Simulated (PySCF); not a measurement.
A GIAO shielding run with PySCF (density fitting, non-relativistic, gas phase) on `c1(C=O)ccccc1`, C₇H₆O:

```
{"job": {"kind": "nmr", "xc": "PBE0", "basis": "pcSseg-1"}, "charge": 0, "multiplicity": 1}
O      2.838620    -1.448446    -0.145175
C      2.293660    -0.380016    -0.257284
C      0.855158    -0.138452    -0.097090
C      0.330471     1.144108    -0.252183
C     -1.025827     1.359447    -0.099802
C     -1.866354     0.300271     0.208184
C     -1.352100    -0.978215     0.364015
C      0.002343    -1.199156     0.212716
H      2.874025     0.533564    -0.501912
H      0.991577     1.964931    -0.492185
H     -1.432734     2.352358    -0.220118
H     -2.925918     0.472645     0.326537
H     -2.011668    -1.798729     0.603365
H      0.428069    -2.184785     0.328765
```

Hardware: 1 thread of an Arm Neoverse V1, shared host. The job also computes population analyses, field gradients, ring-centre shieldings.

(1) How large is the calculation?

(2) How long does it take?

Results:

(1) 56 electrons, 166 basis functions and 854 auxiliary functions.

(2) 18 s of wall time, with 15 SCF cycles and 5 response iterations. Times on a shared host scatter by some tens of per cent.
